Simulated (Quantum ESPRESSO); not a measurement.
PbSe (Clausthalite):

```
Pb Se
1.0
     0.00000    3.06065    3.06065
     3.06065    0.00000    3.06065
     3.06065    3.06065    0.00000
Pb Se
1 1
Direct
  0.00000 0.00000 0.00000
  0.50000 0.50000 0.50000
```

Base run:

* Program: Quantum ESPRESSO 7.5
* Functional: BLYP
* Potentials or basis: GBRV 1.5 PBE
* Cutoff: 612 eV
* Density cutoff: 4898 eV
* k mesh: 6 × 6 × 6, shifted
* Occupations: fermi-dirac, width 0.05 eV
* Spin: no spin polarisation

Its results: pressure 5.8 GPa; electronic dielectric tensor (diagonal) 19.94.

Question: The run is repeated on the same cell with these changes: functional from BLYP to LDA; potentials or basis from GBRV 1.5 PBE to GBRV 1.5 LDA. What comes out?

Answer: Pressure -2.3 GPa; electronic dielectric tensor (diagonal) 22.99.

Caveats: the potentials were made for another functional, which shifts forces and pressure (some runs); the cell is more than 3 GPa from zero pressure, which shifts response properties (some runs).
